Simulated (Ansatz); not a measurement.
## SnS₂, space group P-3m1: band-curvature effective masses by finite differences, step by step

Program: the Ansatz DFT code, driven from Python.

Interactive session:
```pycon
>>> import ansatz as az
>>> from ase import Atoms
>>> import numpy as np
>>> KMESH = (6, 6, 4)
>>> OCCUPATIONS = 'fixed'
>>> atoms = Atoms(
...     ['Sn', 'S', 'S'],
...     scaled_positions=[
...         [0.0, 0.0, 0.0],
...         [1 / 3, 2 / 3, 0.25],
...         [2 / 3, 1 / 3, 0.75],
...     ],
...     cell=[
...         [3.639, 0.0, 0.0],
...         [-1.8195, 3.151466, 0.0],
...         [0.0, 0.0, 5.868],
...     ],
...     pbc=True,
... )
>>> xtal = az.Crystal.from_ase(atoms)
>>> setup = (
...     xtal.calculation()
...     .functional(az.Functional.PBE)
...     .pseudopotentials('paw')
...     .kpoints(mesh=KMESH)
...     .occupations(OCCUPATIONS)
... )
>>> out = setup.band_table().run(threads=1, pin='off')
DeckWarning: basis.ecutwfc = 420 eV, auto-derived from the records' recommended cutoffs: set by Sn (normal level)
>>> report = out.report
>>> sorted(key for key in report if key.endswith('_ev'))
['band_edges_ev', 'eigenvalues_ev', 'energy_sigma0_ev', 'entropy_ts_ev', 'fermi_energy_ev', 'free_energy_ev', 'gap_by_band_count_ev', 'harris_foulkes_ev', 'internal_energy_ev', 'lagrangian_ev', 'lagrangian_sigma0_ev', 'loop_fermi_energy_ev', 'occupations_fermi_energy_ev', 'residual_norms_ev']
>>> report['published_state_doubts']
[]
>>> report['kweights']
[0.006944444444444444, 0.013888888888888888, 0.006944444444444444, 0.041666666666666664, 0.041666666666666664, 0.041666666666666664, 0.041666666666666664, 0.041666666666666664, 0.041666666666666664, 0.041666666666666664, 0.041666666666666664, 0.020833333333333332, 0.041666666666666664, 0.020833333333333332, 0.041666666666666664, 0.08333333333333333, 0.041666666666666664, 0.08333333333333333, 0.08333333333333333, 0.08333333333333333, 0.08333333333333333, 0.013888888888888888, 0.027777777777777776, 0.013888888888888888]
>>> levels = np.array(report['eigenvalues_ev'])
>>> filled = round(report['n_electrons'] / 2)
>>> edges = {'top filled band': (filled - 1, levels[:, filled - 1].argmax()), 'lowest empty band': (filled, levels[:, filled].argmin())}
>>> gap = levels[:, filled].min() - levels[:, filled - 1].max()
>>> print(f'gap on the mesh {gap:.3f} eV')
gap on the mesh 1.467 eV
>>> if gap <= 0.05:
...     print('no gap: band-edge masses have no meaning here')
...     edges = {}
...
>>> reciprocal = 2 * np.pi * np.linalg.inv(out.lattice.cell_ang).T
>>> step = 0.01  # 1/A
>>> pairs = [(0, 1), (0, 2), (1, 2)]
>>> moves = [sign * axis for axis in np.eye(3) for sign in (-1, 1)]
>>> moves += [s1 * np.eye(3)[i] + s2 * np.eye(3)[j] for i, j in pairs for s1 in (1, -1) for s2 in (1, -1)]
>>> for name, (band, index) in edges.items():
...     together = int(np.sum(np.abs(levels[index] - levels[index, band]) < 2e-3))
...     print(name, 'at k =', np.round(report['kpoints_frac'][index], 4), f'E = {levels[index, band]:.4f} eV, degeneracy {together}')
...     centre = np.array(report['kpoints_frac'][index]) @ reciprocal
...     points = [centre] + [centre + step * move for move in moves]
...     table = setup.band_structure(points, intervals=1, cartesian=True).run(threads=1, pin='off').band_structure().channels[0].eigenvalues_ev
...     if together > 1:
...         level = np.flatnonzero(np.abs(levels[index] - levels[index, band]) < 2e-3)
...         along = (table[1, level] + table[2, level] - 2 * table[0, level]) / step ** 2
...         print('  degenerate level, no single mass tensor; masses of its branches along x:', np.round(7.61996 / along, 3), 'm_e')
...         continue
...     e = table[:, band]
...     hessian = np.diag((e[1:7:2] + e[2:7:2] - 2 * e[0]) / step ** 2)
...     for (i, j), (pp, pm, mp, mm) in zip(pairs, e[7:].reshape(3, 4)):
...         hessian[i, j] = hessian[j, i] = (pp - pm - mp + mm) / (4 * step ** 2)
...     curvatures, axes = np.linalg.eigh(hessian)
...     slope = (e[2:7:2] - e[1:7:2]) / (2 * step)
...     print('  slope (eV A):', np.round(slope, 3) + 0.0, '' if np.abs(slope).max() < 0.05 else '- no extremum here, so these are local curvatures and no band-edge masses')
...     for curvature, axis in zip(curvatures, axes.T):
...         print(f'  principal mass {7.61996 / curvature:8.3f} m_e along', np.round(axis, 2) + 0.0)
...
top filled band at k = [0. 0. 0.] E = 6.6543 eV, degeneracy 1
  slope (eV A): [0. 0. 0.]
  principal mass   -0.176 m_e along [0. 0. 1.]
  principal mass    5.250 m_e along [-0.62 -0.78  0.  ]
  principal mass    5.250 m_e along [ 0.78 -0.62  0.  ]
lowest empty band at k = [ 0.   -0.5   0.25] E = 8.1210 eV, degeneracy 1
  slope (eV A): [ 0.     0.743 -0.875] - no extremum here, so these are local curvatures and no band-edge masses
  principal mass    1.072 m_e along [ 0.   -0.72  0.7 ]
  principal mass    0.634 m_e along [0.   0.7  0.72]
  principal mass    0.231 m_e along [-1.  0.  0.]
```

Notes:
- Semilocal gaps usually lie well under measured ones.
- The computed bands are complete only to about 5.2 eV above the Fermi level.
- Under fixed occupations the level called the Fermi level is the highest filled one on the SCF mesh; off the mesh a filled band can lie a little above it.
- The starting cell is as deposited in a crystallographic database; the results hold for this polymorph, which needn't be the stable one.
- Levels are Kohn-Sham eigenvalues on this mesh, without spin-orbit coupling.
- Warnings are shown shortened and without file and line.
- The masses are finite-difference curvatures at extrema found on a coarse mesh, which needn't be the true band edges; a step that is long against the gap makes them too heavy. Negative values are curvatures of valence bands (the hole mass is their size). Spin-orbit coupling is left out, and light masses scale with the Kohn-Sham gap.
- The whole script took 6.6 s on 1 thread of Arm Neoverse V1, with other jobs on the host, peak memory 0.39 GiB.
